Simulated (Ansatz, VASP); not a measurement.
Two plane-wave programs on PbO

```
Pb O
1.0
     3.87504    0.00000    0.00000
     0.00000    3.87504    0.00000
     0.00000    0.00000    5.14755
Pb O
2 2
Direct
  0.00000 0.50000 0.23510
  0.50000 0.00000 0.76490
  0.00000 0.00000 0.00000
  0.50000 0.50000 0.00000
```

Change from the starting cell: strain -0.025 along x and y, +0.025 along z, atoms carried along.

Alike in both runs: task single point; functional PBE; k mesh 8 × 8 × 6; occupations gaussian, width 0.05 eV; no spin polarisation.

|  | VASP | Ansatz |
| --- | --- | --- |
| version | VASP 6.6.1 | Ansatz 0.2.0 |
| potentials or method | VASP PAW PBE potentials, release 64 (Pb_d, O) | scalar-relativistic, plane waves, PAW |
| plane-wave cutoff (eV) | 520 | 420 |
| valence electrons in the cell | 40 | 40 |

```csv
,VASP,Ansatz,Ansatz less VASP
gap on the k mesh at the Fermi level (eV),1.07,1.06,-0.008
least direct gap on the mesh (eV),2.27,2.27,0.000
pressure (GPa),8.1,8.0,-0.09
largest component of the traceless stress (GPa),2.54,2.53,-0.011
rms of the force components (eV/Å),0.277,0.257,-0.0199
```

Atom by atom the forces differ by 0.020 eV/Å (rms over components).

Caveats: spin-orbit coupling is left out, which as a rule narrows the gap of such compounds by several tenths of an eV. A k mesh can miss the band edges.
